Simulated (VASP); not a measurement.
Set up this calculation in VASP 6.6.1, as the native input.

| Quantity | Value |
| --- | --- |
| Task | relaxation of cell and atoms |
| Functional | LDA |
| Potentials or basis | VASP PAW LDA potentials, release 64 (Li_sv, Cl) |
| Cutoff | 600 eV |
| k mesh | 10 × 10 × 10 |
| Occupations | gaussian, width 0.03 eV |
| Spin | no spin polarisation |
| Further INCAR settings | ALGO = Normal; EDIFF = 1e-06; IBRION = 2; EDIFFG = -0.01; NSW = 90; ISIF = 3 |

The structure of LiCl lies in POSCAR:

```
LiCl
1.0
    0.0000000000      2.5647700000      2.5647700000
    2.5647700000      0.0000000000      2.5647700000
    2.5647700000      2.5647700000      0.0000000000
Li Cl
1 1
Direct
    0.0000000000      0.0000000000      0.0000000000
    0.5000000000      0.5000000000      0.5000000000
```

The input as run:

INCAR

```
SYSTEM = LiCl
PREC     = Accurate       ! precision mode
ENCUT    = 600            ! plane-wave cutoff, eV
EDIFF    = 1E-6           ! SCF threshold, eV
ISMEAR   = 0              ! smearing method
SIGMA    = 0.03           ! smearing width, eV
LREAL    = .False.        ! projectors in reciprocal space
LASPH    = .True.         ! aspherical terms in the spheres
NELM     = 80             ! most SCF steps
ALGO     = Normal         ! electronic algorithm
ISIF     = 3              ! what is computed and relaxed
LWAVE    = .False.        ! write WAVECAR
LCHARG   = .False.        ! write CHGCAR
GGA      = CA             ! functional
IBRION   = 2              ! ionic algorithm
NSW      = 90             ! ionic steps
EDIFFG   = -0.01          ! ionic threshold
```

KPOINTS

```
regular mesh
0
Gamma
  10 10 10
  0 0 0
```

Potentials or basis: VASP PAW LDA potentials, release 64 (Li_sv, Cl).

Run with:

```console
$ cat potpaw_LDA.64/Li_sv/POTCAR potpaw_LDA.64/Cl/POTCAR > POTCAR
$ mpirun -np 1 vasp_std > vasp.out
```

Results of the run:

- Relaxed volume: 15.25 Å³/atom
- Relaxed cell: a = 3.507 Å, b = 3.507 Å, c = 3.507 Å, α = 60.00°, β = 60.00°, γ = 60.00°
- Space group after relaxing (to 0.05 Å): Fm-3m (No. 225)
- Energy gained by relaxing: 18.2 meV/atom
- Ionic steps: 4
- Pressure after relaxing: 0.0 GPa
- Band gap on the k mesh: 6.51 eV, indirect (least direct gap 6.63 eV)

Caveat: the cutoff is under 1.25 times the usual one of these potentials, so pressure, stress and relaxed cells hold a basis-set (Pulay) error.

It took 39 s on 1 thread of Intel(R) Xeon(R) Platinum 8259CL CPU @ 2.50GHz (Skylake/Cascade Lake), with other jobs on the host, peak memory 0.15 GiB.
